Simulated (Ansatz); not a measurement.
Ge, 2 atoms in the cell. The structure is cubic, space group Fd-3m (No. 227). The conventional cell has a = 5.658 Å, b = 5.658 Å, c = 5.658 Å, α = 90.00°, β = 90.00°, γ = 90.00°. Ge (site symmetry -43m) is surrounded by 4 Ge at 2.45 Å. 

- Program: Ansatz 0.2.0
- Task: single point
- Functional: PBE
- Potentials or basis: all-electron LAPW, scalar-relativistic
- Cutoff: 316 eV (chosen from the basis error)
- Basis error allowed: 0.001 eV/atom
- k mesh: 8 × 8 × 8
- Occupations: gaussian, width 0.012 eV
- Spin: no spin polarisation

Potentials or basis: all-electron LAPW, scalar-relativistic.

Launch:

```bash
$ ansatz run input.yaml --threads 1 --pin off --max-ram 3072MiB --backend cpu --events-out ev --progress --plain --runs-dir out
```

Hardware: 1 thread of Arm Neoverse V1 (shared host).

Q: How long does it take, and how much memory?

A: Wall time 7.9 s on 1 thread of Arm Neoverse V1, with other jobs on the host, peak memory 0.28 GiB. Counts: scf iterations 6, plane waves 561, k points 29, bands 27.
